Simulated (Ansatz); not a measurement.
MgS under changes of volume

One of the cells (22.740 Å³/atom); the others are scaled copies at fixed shape and fractional positions:

```xyz
2
Lattice="0.0000 2.8331 2.8331 2.8331 0.0000 2.8331 2.8331 2.8331 0.0000" Properties=species:S:1:pos:R:3 pbc="T T T"
S     1.4166    1.4166    1.4166
Mg    0.0000    0.0000    0.0000
```

The cell comes from a database or a generator and needn't be the stable form of this composition.

| Property | Result |
| --- | --- |
| Program | Ansatz 0.2.0 |
| Functional | PBEsol |
| Potentials or basis | JTH PAW |
| Cutoff | 900 eV (not typed: the program's choice for these potentials) |
| k mesh | 8 × 8 × 8 |
| Occupations | fermi-dirac, width 0.05 eV |
| Spin | no spin polarisation |

```csv
volume (Å³/atom),energy over the lowest point (meV/atom),pressure (GPa),gap on the mesh (eV)
21.376,12.03,3.5,3.59
21.831,4.25,2.0,3.48
22.285,0.37,0.7,3.38
22.740,0.00,-0.5,3.28
23.195,?,?,?
23.650,8.49,-2.5,3.09
24.105,16.77,-3.3,3.01
```

Problem. What does the run at 23.195 Å³/atom give?

Solution. Energy over the lowest point 2.81 meV/atom; pressure -1.5 GPa; gap on the mesh 3.19 eV.

Worked out: A Birch-Murnaghan fit of order 3 (a polynomial in V^(-2/3)) to the other rows has its minimum at 22.56 Å³/atom with B0 = V·E''(V) = 58 GPa and B' = 4.0. It gives 2.81 meV/atom at 23.195 Å³/atom, against the run's 2.81, and -dE/dV = -1.5 GPa, against -1.5. A straight line through the other rows of the gap, of slope -4.84 eV per unit of ln V (its deformation potential), gives 3.19 eV, against the run's 3.19.

Energies are extrapolated to zero smearing.

A mesh can miss the band edges.
